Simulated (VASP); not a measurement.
Input of a VASP 6.6.1 run:

Contents of INCAR:

```
SYSTEM = Te2Pt
PREC = Accurate ; ENCUT = 600
EDIFF = 1E-6 ; ISMEAR = 0
SIGMA = 0.03 ; LREAL = .False.
LASPH = .True. ; NELM = 120
ALGO = Normal ; ISIF = 3
LWAVE = .False. ; LCHARG = .False.
METAGGA = R2SCAN ; LMIXTAU = .True.
LUSE_VDW = .True. ; IVDW_NL = 2
BPARAM = 11.95 ; CPARAM = 0.0093
IBRION = 2 ; NSW = 90
EDIFFG = -0.01 ; LATTICE_CONSTRAINTS = .TRUE. .TRUE. .FALSE.
```

Contents of KPOINTS:

```
regular mesh
0
Gamma
  9 9 1
  0 0 0
```

Contents of POSCAR:

```
Te2Pt
1.0
    4.0100000000      0.0000000000      0.0000000000
   -2.0050000000      3.4727618700      0.0000000000
    0.0000000000      0.0000000000     20.6005000000
Te Pt
2 1
Direct
    0.6666666700      0.3333333300      0.4368826000
    0.3333333300      0.6666666700      0.5631174000
    0.0000000000      0.0000000000      0.5000000000
```

Potentials or basis: VASP PAW PBE potentials, release 64 (Te, Pt).

Command:

```bash
$ cat potpaw_PBE.64/Te/POTCAR potpaw_PBE.64/Pt/POTCAR > POTCAR
$ mpirun -np 1 vasp_std > vasp.out
```

Estimate the relaxed cell.

a = 3.962 Å, b = 3.962 Å, c = 20.601 Å, α = 90.00°, β = 90.00°, γ = 120.00°.

What does it give for the band gap on the k mesh?

0.80 eV, indirect (least direct gap 1.34 eV).

What does it give for the relaxed volume?

93.36 Å³/atom.

Final structure:
```
Te Pt
1.0
     3.96229    0.00000    0.00000
    -1.98114    3.43144    0.00000
     0.00000    0.00000   20.60050
Te Pt
2 1
Direct
  0.66667 0.33333 0.43172
  0.33333 0.66667 0.56828
  0.00000 0.00000 0.50000
```

Caveat: the PAW data sets were made with another functional, which shifts forces and pressure a little; spin-orbit coupling is left out, which moves the levels of the heavy elements. r2SCAN opens gaps a little over a GGA but as a rule still falls short of measured ones.
